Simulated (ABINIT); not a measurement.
**Ag in ABINIT: convergence with cutoff**

Crystal: Ag.

```
Ag
1.0
    -1.65565    1.65565    1.65565
     1.65565   -1.65565    1.65565
     1.65565    1.65565   -1.65565
Ag
1
Cartesian
  0.0000 0.0000 0.0000
```

This isn't the form of Ag at room conditions, which is fcc.

* Program: ABINIT 10.8.3 (patched build)
* Task: single point
* Functional: PBE
* Potentials or basis: PseudoDojo NC SR PBE v0.5 standard
* Cutoff: 449 eV
* k mesh: 11 × 11 × 11
* Occupations: fermi-dirac, width 0.05 eV
* Spin: no spin polarisation

These are the settings of the first run; the series varies cutoff, with any setting tied to it.

Hardware: 1 thread of Arm Neoverse V2, on a shared host.

Q: The values tried are 16.5 Ha, 20.5 Ha, 24.5 Ha, 28.5 Ha, 35 Ha, 41 Ha, 47 Ha, 55.5 Ha, 65.5 Ha, loosest first. From which on does the energy stay within 1 meV/atom of the tightest run that finished?

A: From 47 Ha on.

```tsv
cutoff	energy less the tightest run, at zero smearing (meV/atom)	pressure (GPa)	SCF cycles	CPU time (s)	peak memory (GiB)
16.5 Ha	23046.68	-572.25	8	5.3	0.06
20.5 Ha	8070.10	-271.39	7	7.5	0.06
24.5 Ha	2468.21	-112.87	8	11	0.06
28.5 Ha	651.75	-40.46	7	13	0.07
35 Ha	41.69	-5.13	8	17	0.07
41 Ha	1.07	-1.03	8	20	0.07
47 Ha	0.27	-0.86	8	27	0.08
55.5 Ha	0.07	-0.85	8	36	0.1
65.5 Ha	0.00	-0.86	8	40	0.1
```

Against the tightest run, the pressure stays within 0.1 GPa from 47 Ha on. The tightest run that finished is the yardstick and may itself not be fully converged.
